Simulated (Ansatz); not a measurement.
**Trial structures of Mo3H: starts and ends**

Level of theory: Ansatz, DFT PBE, scalar-relativistic, plane waves, PAW. All cells share a 420 eV cutoff and Γ-centred k meshes spaced about 0.3 Å⁻¹ or finer (0.25 for metals, 2π included). No spin polarisation in the final relaxations.

Each guess was relaxed in cell and atoms at zero pressure, within the symmetry of its start. All energies are static (0 K, no zero-point motion). Coordination counts Mo atoms around H (those within 1.25 times the shortest such distance or 1.15 times the sum of covalent radii, 1.27 where that leaves under three; a plus sign parts nearer from farther groups).

```tsv
guess	made from	start group	V start (Å³/atom)	end group	V end (Å³/atom)	coordination at the end	gap on mesh (eV)	E over the lowest end (meV/atom)
1	a cell proposed by chemical analogy	P-3m1	13.2	P-3m1	12.5	H 6	0	90
2	a cell proposed by chemical analogy	I-4m2	13.2	I-4m2	12.6	H 4	0	0
3	a cell proposed by chemical analogy	P6_322	13.2	?	?	?	?	?
4	a cell proposed by chemical analogy	I4/mmm	13.2	I4/mmm	12.5	H 2+4	0	14
```

Guess 3 as it starts:

Space group P6_322 (No. 182). a = 5.079 Å, b = 5.079 Å, c = 4.739 Å, α = 90.00°, β = 90.00°, γ = 120.00°
| atom | site | symmetry | x | y | z |
| --- | --- | --- | --- | --- | --- |
| H | 2c | 3.2 | 0.3333 | 0.6667 | 0.2500 |
| Mo | 6g | .2. | 0.6670 | 0.6670 | 0.0000 |

Problem. Fill in the missing row: what does this guess relax into, and where does it rank?

Solution. It ends in space group P6_322 (No. 182), with a = 4.934 Å, c = 4.778 Å, 12.6 Å³/atom and no gap. It lies 100 meV/atom over the lowest end, above guess 1 and so the highest of the set. Counting Mo atoms around H, this end has H 6 and the lowest (guess 2) has H 4.

```cif
data_structure
_symmetry_space_group_name_H-M 'P6_322'
_symmetry_Int_Tables_number 182
_cell_length_a 4.9342
_cell_length_b 4.9342
_cell_length_c 4.7776
_cell_angle_alpha 90.000
_cell_angle_beta 90.000
_cell_angle_gamma 120.000
_cell_volume 100.73
loop_
_atom_site_label
_atom_site_type_symbol
_atom_site_symmetry_multiplicity
_atom_site_Wyckoff_symbol
_atom_site_fract_x
_atom_site_fract_y
_atom_site_fract_z
_atom_site_occupancy
H1 H 2 c 0.33333 0.66667 0.25000 1
Mo1 Mo 6 g 0.68996 0.68996 0.00000 1
```

Energies over the elements count from the elements' standard structures at the same level (H₂ as a molecule), with no fitted energy shifts.

Problem. Is the lowest end bound against the elements?

Solution. No: its formation energy is +0.15 eV/atom. The separate elements lie lower, so it is unstable against them.

The k mesh leaves some 4 meV/atom of noise in the energy of each metallic cell. With hydrogen, zero-point motion can shift formation energies by some tens of meV/atom. With atoms moved at random, P-3m1 (by 143 meV/atom) fell into a lower structure. Without a clear test, and held by symmetry: I-4m2, I4/mmm and P6_322. A lower structure may well exist outside this small set. Some types were kept out of the candidates beforehand, so the set may lack a known form.
